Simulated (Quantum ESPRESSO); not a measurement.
# KBr (Fm-3m): zone-centre phonons, part 2 of 2

Which modes does KBr (Fm-3m) have at the zone centre?

Quantum ESPRESSO 7.5; DFT LDA, scalar-relativistic, plane waves, PseudoDojo norm-conserving pseudopotentials.

So far. Step 2 (A first look): A gap of 4.0 eV opens on this mesh, so the crystal is taken as an insulator; the start stands at -1.7 GPa. Step 4 (Self-consistent run for the response): The cell stands at -0.005 GPa, close enough for phonons. The relaxed cell has a = 6.370 Å (conventional setting).

### Step 5. Zone-centre response

At q = 0 one unit cell holds all displacements; symmetry groups them into irreducible representations that are solved one by one. The response to a field gives ε∞ and the Born charges, which polar modes need.

Contents of ph.in:

```
phonons
&inputph
   prefix = 'x'
   outdir = './tmp'
   fildyn = 'g.dyn'
   tr2_ph = 1.0d-18
   epsil = .true.
/
0.000000000000 0.000000000000 0.000000000000
```

The run is started by

```bash
OMP_NUM_THREADS=1 mpirun -n 4 ph.x -nk 4 -in ph.in > ph.out
```

What it wrote:

```text
[banners, grids, parts of the stress and lines that vanish by symmetry left out]
[banner, memory and clock lines left out]
Program PHONON v.7.5

     ./tmp/x.save/

     IMPORTANT: XC functional enforced from input :
     Exchange-correlation= PW
                           (   1   4   0   0   0   0   0)
     Any further DFT definition will be discarded
     Please, verify this is what you really want

     G-vector sticks info

     Reading collected, re-writing distributed wavefunctions in ./tmp/

     Number and degeneracy of irreps per q-point
       N         xq(1)         xq(2)         xq(3)   N irreps
       1   0.000000000   0.000000000   0.000000000       2
        3   3

     Calculation of q =    0.0000000   0.0000000   0.0000000

     phonons

     bravais-lattice index     =            0
     lattice parameter (alat)  =       8.5117  a.u.
     unit-cell volume          =     436.0406 (a.u.)^3
     number of atoms/cell      =            2
     number of atomic types    =            2
     kinetic-energy cut-off    =      72.0000  Ry
     charge density cut-off    =     288.0000  Ry
     convergence threshold     =      1.0E-18
     beta                      =       0.7000
     number of iterations used =            4
     Exchange-correlation= PW
                           (   1   4   0   0   0   0   0)

     celldm(1)=    8.51165  celldm(2)=    0.00000  celldm(3)=    0.00000
     celldm(4)=    0.00000  celldm(5)=    0.00000  celldm(6)=    0.00000

     crystal axes: (cart. coord. in units of alat)
               a(1) = (  0.0000  0.7071  0.7071 )
               a(2) = (  0.7071  0.0000  0.7071 )
               a(3) = (  0.7071  0.7071  0.0000 )

     reciprocal axes: (cart. coord. in units 2 pi/alat)
               b(1) = ( -0.7071  0.7071  0.7071 )
               b(2) = (  0.7071 -0.7071  0.7071 )
               b(3) = (  0.7071  0.7071 -0.7071 )

     Atoms inside the unit cell:

     Cartesian axes

     site n.  atom      mass           positions (alat units)
        1  K      39.0983   tau(    1) = (    0.00000    0.00000    0.00000  )
        2  Br     79.9040   tau(    2) = (    0.70711    0.70711    0.70711  )

     Computing dynamical matrix for
                    q = (   0.0000000   0.0000000   0.0000000 )

     49 Sym.Ops. (with q -> -q+G )

     G cutoff =  528.5191  (  35845 G-vectors)     FFT grid: ( 45, 45, 45)
     number of k points=    16
                       cart. coord. in units 2pi/alat
        k(    1) = (   0.0000000   0.0000000   0.0000000), wk =   0.0092593
        k(    2) = (   0.1178511   0.1178511  -0.1178511), wk =   0.0740741
        k(    3) = (   0.2357023   0.2357023  -0.2357023), wk =   0.0740741
        [... further k-points left out ...]

     PseudoPot. # 1 for K  read from file:
     ./pseudo/K.upf
     Pseudo is Norm-conserving + core correction, Zval =  9.0
     Using radial grid of 2170 points,  6 beta functions with:
                l(1) =   0
                l(2) =   0
                l(3) =   1
                l(4) =   1
                l(5) =   2
                l(6) =   2

     PseudoPot. # 2 for Br read from file:
     ./pseudo/Br.upf
     Pseudo is Norm-conserving + core correction, Zval =  7.0
     Using radial grid of 1084 points,  6 beta functions with:
                l(1) =   0
                l(2) =   0
                l(3) =   1
                l(4) =   1
                l(5) =   2
                l(6) =   2

     Mode symmetry, O_h (m-3m)  point group:

     Electric field:
     Dielectric constant
     Born effective charges as d Force / d E

     Atomic displacements:
     There are    2 irreducible representations

     Representation     1      3 modes -  To be done

     Representation     2      3 modes -  To be done

     Alpha used in Ewald sum =   2.8000

     Electric Fields Calculation

      iter #   1   av.it.:   7.0
      thresh= 1.000E-02 alpha_mix =  0.700 |ddv_scf|^2 =  1.182E-07

      iter #   2   av.it.:  12.1
      thresh= 3.438E-05 alpha_mix =  0.700 |ddv_scf|^2 =  1.096E-08

      iter #   3   av.it.:  12.0
      thresh= 1.047E-05 alpha_mix =  0.700 |ddv_scf|^2 =  6.687E-11

      iter #   4   av.it.:  11.7
      thresh= 8.177E-07 alpha_mix =  0.700 |ddv_scf|^2 =  1.905E-12

      iter #   5   av.it.:  12.0
      thresh= 1.380E-07 alpha_mix =  0.700 |ddv_scf|^2 =  1.481E-13

      iter #   6   av.it.:  12.1
      thresh= 3.848E-08 alpha_mix =  0.700 |ddv_scf|^2 =  2.744E-16

      iter #   7   av.it.:  11.9
      thresh= 1.657E-09 alpha_mix =  0.700 |ddv_scf|^2 =  1.770E-17

      iter #   8   av.it.:  11.8
      thresh= 4.207E-10 alpha_mix =  0.700 |ddv_scf|^2 =  8.994E-20

     End of electric fields calculation

          Dielectric constant in cartesian axis

          (       2.766023365      -0.000000000       0.000000000 )
          (      -0.000000000       2.766023365       0.000000000 )
          (       0.000000000       0.000000000       2.766023365 )

          Effective charges (d Force / dE) in cartesian axis without acoustic sum rule applied (asr)

           atom    1  K     Mean Z*:        1.10168
      Ex  (        1.10168       -0.00000       -0.00000 )
      Ey  (       -0.00000        1.10168       -0.00000 )
      Ez  (       -0.00000       -0.00000        1.10168 )
           atom    2  Br    Mean Z*:       -1.10422
      Ex  (       -1.10422       -0.00000       -0.00000 )
      Ey  (       -0.00000       -1.10422       -0.00000 )
      Ez  (       -0.00000       -0.00000       -1.10422 )

          Effective charges Sum: Mean:       -0.00254
             -0.00254       -0.00000       -0.00000
             -0.00000       -0.00254       -0.00000
             -0.00000       -0.00000       -0.00254

          Effective charges (d Force / dE) in cartesian axis with asr applied:
           atom    1  K     Mean Z*:        1.10295
      E*x (        1.10295       -0.00000       -0.00000 )
      E*y (        0.00000        1.10295       -0.00000 )
      E*z (       -0.00000       -0.00000        1.10295 )
           atom    2  Br    Mean Z*:       -1.10295
      E*x (       -1.10295        0.00000        0.00000 )
      E*y (       -0.00000       -1.10295        0.00000 )
      E*z (        0.00000        0.00000       -1.10295 )

     Representation #   1 modes #   1   2   3

     Self-consistent Calculation

      iter #   1   av.it.:   6.0
      thresh= 1.000E-02 alpha_mix =  0.700 |ddv_scf|^2 =  1.269E-07

      iter #   2   av.it.:  11.9
      thresh= 3.562E-05 alpha_mix =  0.700 |ddv_scf|^2 =  1.433E-08

      iter #   3   av.it.:  11.9
      thresh= 1.197E-05 alpha_mix =  0.700 |ddv_scf|^2 =  1.994E-10

      iter #   4   av.it.:  12.4
      thresh= 1.412E-06 alpha_mix =  0.700 |ddv_scf|^2 =  1.221E-11

      iter #   5   av.it.:  12.2
      thresh= 3.494E-07 alpha_mix =  0.700 |ddv_scf|^2 =  1.551E-13

      iter #   6   av.it.:  12.0
      thresh= 3.939E-08 alpha_mix =  0.700 |ddv_scf|^2 =  5.933E-16

[...]
End of self-consistent calculation

     Convergence has been achieved

     Representation #   2 modes #   4   5   6

     Self-consistent Calculation

[...]
iter #   2   av.it.:  12.6
      thresh= 7.127E-05 alpha_mix =  0.700 |ddv_scf|^2 =  8.832E-08

      iter #   3   av.it.:  12.6
      thresh= 2.972E-05 alpha_mix =  0.700 |ddv_scf|^2 =  6.821E-10

      iter #   4   av.it.:  12.2
      thresh= 2.612E-06 alpha_mix =  0.700 |ddv_scf|^2 =  1.479E-11

      iter #   5   av.it.:  12.5
      thresh= 3.846E-07 alpha_mix =  0.700 |ddv_scf|^2 =  3.538E-13

      iter #   6   av.it.:  12.6
      thresh= 5.948E-08 alpha_mix =  0.700 |ddv_scf|^2 =  7.563E-16

      iter #   7   av.it.:  12.2
      thresh= 2.750E-09 alpha_mix =  0.700 |ddv_scf|^2 =  2.418E-17

      iter #   8   av.it.:  12.7
      thresh= 4.918E-10 alpha_mix =  0.700 |ddv_scf|^2 =  1.853E-20

     End of self-consistent calculation

     Convergence has been achieved

     Number of q in the star =    1
     List of q in the star:
          1   0.000000000   0.000000000   0.000000000

          Dielectric constant in cartesian axis

          (       2.766023365      -0.000000000       0.000000000 )
          (      -0.000000000       2.766023365       0.000000000 )
          (       0.000000000       0.000000000       2.766023365 )

          Effective charges (d Force / dE) in cartesian axis without acoustic sum rule applied (asr)

           atom    1  K     Mean Z*:        1.10168
      Ex  (        1.10168       -0.00000       -0.00000 )
      Ey  (       -0.00000        1.10168       -0.00000 )
      Ez  (       -0.00000       -0.00000        1.10168 )
           atom    2  Br    Mean Z*:       -1.10422
      Ex  (       -1.10422       -0.00000       -0.00000 )
      Ey  (       -0.00000       -1.10422       -0.00000 )
      Ez  (       -0.00000       -0.00000       -1.10422 )

          Effective charges Sum: Mean:       -0.00254
             -0.00254       -0.00000       -0.00000
             -0.00000       -0.00254       -0.00000
             -0.00000       -0.00000       -0.00254

          Effective charges (d Force / dE) in cartesian axis with asr applied:
           atom    1  K     Mean Z*:        1.10295
      E*x (        1.10295       -0.00000       -0.00000 )
      E*y (        0.00000        1.10295       -0.00000 )
      E*z (       -0.00000       -0.00000        1.10295 )
           atom    2  Br    Mean Z*:       -1.10295
      E*x (       -1.10295        0.00000        0.00000 )
      E*y (       -0.00000       -1.10295        0.00000 )
      E*z (        0.00000        0.00000       -1.10295 )

     Diagonalizing the dynamical matrix

     q = (    0.000000000   0.000000000   0.000000000 )

 **************************************************************************
     freq (    1) =      -0.010200 [THz] =      -0.340230 [cm-1]
     freq (    2) =      -0.010200 [THz] =      -0.340230 [cm-1]
     freq (    3) =      -0.010200 [THz] =      -0.340230 [cm-1]
     freq (    4) =       3.899210 [THz] =     130.063644 [cm-1]
     freq (    5) =       3.899210 [THz] =     130.063644 [cm-1]
     freq (    6) =       3.899210 [THz] =     130.063644 [cm-1]
 **************************************************************************

     Mode symmetry, O_h (m-3m)  point group:

     freq (   1-   3) =         -0.3  [cm-1]   --> T_1u G_15  G_4- I
     freq (   4-   6) =        130.1  [cm-1]   --> T_1u G_15  G_4- I
```

Wall time 2.8 min (4 MPI ranks of AMD EPYC (Zen 3), shared host).

This step gave:

| Item | Value |
| --- | --- |
| miss of the charge sum rule | 0.002540 e |
| largest acoustic frequency at the zone centre before the sum rule | -0.34 cm⁻¹ |
| highest optical zone-centre mode (no LO-TO term) | 130.1 cm⁻¹ |
| lowest optical zone-centre mode | 130.1 cm⁻¹ |
| mean high-frequency dielectric constant | 2.766 |
| largest Born charge in size (third of the trace) | 1.104 e |

Born charge (rows field, columns displacement), before the sum rule (e), principal values of the symmetric part by kind of site:

| atom | atoms with these values | low | middle | high | mean |
| --- | --- | --- | --- | --- | --- |
| K1 | 1 | 1.10 | 1.10 | 1.10 | 1.10 |
| Br2 | 1 | -1.10 | -1.10 | -1.10 | -1.10 |

In full for K1:

```
1.10 0.00 0.00
0.00 1.10 0.00
0.00 0.00 1.10
```

High-frequency dielectric tensor:

```
2.77 0.00 0.00
0.00 2.77 0.00
0.00 0.00 2.77
```

The acoustic modes at Γ come out as far as 0.3 cm⁻¹ from zero, where they should vanish, a small numerical error; the Born charges miss their sum rule by 0.0025 e, which is good.

### Step 6. Modes with the sum rule

A rigid shift of the crystal must cost nothing, but grids and finite bases break this; the acoustic sum rule is imposed before the matrix is diagonalised again. With Born charges the intensities follow, and the static dielectric tensor.

Contents of dynmat.in:

```
&input
   fildyn = 'g.dyn'
   asr = 'simple'
   fileig = 'dynmat.eig'
   lperm = .true.
/
```

The run is started by

```bash
dynmat.x -in dynmat.in > dynmat.out
```

What it wrote:

```text
[banner, memory and clock lines left out]
Program DYNMAT v.7.5

     Reading Dynamical Matrix from file g.dyn
     ...Force constants read
     ...epsilon and Z* read
     A direction for q was not specified:TO-LO splitting will be absent

     Polarizability (A^3 units)
     multiply by 0.629456 for Clausius-Mossotti correction
         9.080650   -0.000000    0.000000
        -0.000000    9.080650    0.000000
         0.000000    0.000000    9.080650

     IR activities are in (D/A)^2/amu units

# mode   [cm-1]    [THz]      IR
    1     -0.00   -0.0000    0.0000
    2     -0.00   -0.0000    0.0000
    3      0.00    0.0000    0.0000
    4    130.06    3.8992    1.0691
    5    130.06    3.8992    1.0691
    6    130.06    3.8992    1.0691

Electronic dielectric permittivity tensor (relative, adimensional)
         2.766023   -0.000000    0.000000
        -0.000000    2.766023    0.000000
         0.000000    0.000000    2.766023

 ... with zone-center polar mode contributions
         4.852048    0.000000    0.000000
         0.000000    4.852048    0.000000
         0.000000    0.000000    4.852048
```

Run time: 0.84 s. Hardware: 1 thread.

Numbers from this step:

| Item | Value |
| --- | --- |
| mean static dielectric constant | 4.852 |

Unit eigenvectors of the mass-weighted matrix after the sum rule; no LO-TO term. Modes at Γ, with each element's share of the kinetic energy:

| mode | frequency (cm⁻¹) | symmetry | K % | Br % |
| --- | --- | --- | --- | --- |
| 1 | 0.0 | acoustic | 33 | 67 |
| 2 | 0.0 | acoustic | 33 | 67 |
| 3 | 0.0 | acoustic | 33 | 67 |
| 4 | 130.1 | T1u | 67 | 33 |
| 5 | 130.1 | T1u | 67 | 33 |
| 6 | 130.1 | T1u | 67 | 33 |

Displacements in mode 5 (130.1 cm⁻¹), the largest set to 1:
```
K1   0.00  0.00  1.00
Br2  0.00  0.00 -0.49
```

Degenerate modes summed, no LO-TO term. Infrared lines, with heights relative to the strongest:

| position (cm⁻¹) | lines merged | label | IR intensity, relative |
| --- | --- | --- | --- |
| 130 | 3 | T1u | 100 |

Static dielectric tensor (ions relaxed, fixed cell):

```
4.85 0.00 0.00
0.00 4.85 0.00
0.00 0.00 4.85
```

The rule moves no optical mode by more than 0.1 cm⁻¹.

### Step 7. The LO-TO splitting (1 0 0)

A longitudinal polar mode sets up a macroscopic field that stiffens it; the term hangs on the direction from which q goes to zero.

Contents of dynmat.in:

```
&input
   fildyn = 'g.dyn'
   asr = 'simple'
   fileig = 'dynmat.eig'
   q(1) = 1.0
   q(2) = 0.0
   q(3) = 0.0
/
```

The run is started by

```bash
dynmat.x -in dynmat.in > dynmat.out
```

What it wrote:

```text
[banner, memory and clock lines left out]
Program DYNMAT v.7.5

     Reading Dynamical Matrix from file g.dyn
     ...Force constants read
     ...epsilon and Z* read

     Polarizability (A^3 units)
     multiply by 0.629456 for Clausius-Mossotti correction
         9.080650   -0.000000    0.000000
        -0.000000    9.080650    0.000000
         0.000000    0.000000    9.080650

     IR activities are in (D/A)^2/amu units

# mode   [cm-1]    [THz]      IR
    1     -0.00   -0.0000    0.0000
    2     -0.00   -0.0000    0.0000
    3     -0.00   -0.0000    0.0000
    4    130.06    3.8992    1.0691
    5    130.06    3.8992    1.0691
    6    172.26    5.1643    1.0691
```

Elapsed: 0.77 s, on 1 thread.

Read from the output:

```
highest mode moved by the LO-TO term : 172.3 cm⁻¹
```

Zone-centre frequencies as printed; negative means imaginary. Modes:

| mode | frequency (cm⁻¹) |
| --- | --- |
| 1 | 0 |
| 2 | 0 |
| 3 | 0 |
| 4 | 130.1 |
| 5 | 130.1 |
| 6 | 172.3 |

The field moves one mode, from 130 to 172 cm⁻¹; the others stay.

### Step 8. Outcome

| Quantity | Value |
| --- | --- |
| space group after relaxation | Fm-3m |
| volume per atom | 32.3 Å³ |
| gap on the k-mesh | 4.32 eV |
| highest optical zone-centre mode (no LO-TO term) | 130.1 cm⁻¹ |
| highest mode moved by the LO-TO term | 172.3 cm⁻¹ |
| mean high-frequency dielectric constant | 2.77 |
| largest Born charge in size (third of the trace) | 1.10 e |
| mean static dielectric constant | 4.85 |
| imaginary optical modes at the zone centre (no q mesh in this session) | none |

**Reading.** At the LDA level the optical modes of KBr (Fm-3m) at the zone centre (no LO-TO term) lie at 130 cm⁻¹. Along the directions run, the highest mode that the macroscopic field moves lies at 172 cm⁻¹. Lattice motion raises the mean dielectric constant from 2.766 to 4.852. The Born charge of Br is -1.104 e against a formal charge of -1, somewhat above it. The Lyddane-Sachs-Teller relation holds: (ωLO/ωTO)² is 1.75 and ε₀/ε∞ is 1.75. Left out of this account: PBE with PseudoDojo NC, since it is gradient-corrected and no frozen-mode check or second program bears its response out; PBEsol with PseudoDojo NC, since it is gradient-corrected and no frozen-mode check or second program bears its response out. What is said of the levels holds for those shown. These are harmonic frequencies at zero temperature: anharmonic shifts and linewidths and thermal expansion are left out.

[Host names and launcher messages were left out of these logs when they were recorded.]

[Logs are printed without paths, hosts, clocks, repeated set-up lines and the standing remarks that a program may print on its own settings, such as how far it seeks lower states.]

[Hosts, paths, dates, database ids (printed as entryN), source tags and the programs' standing remarks are cut or masked in the printed files.]
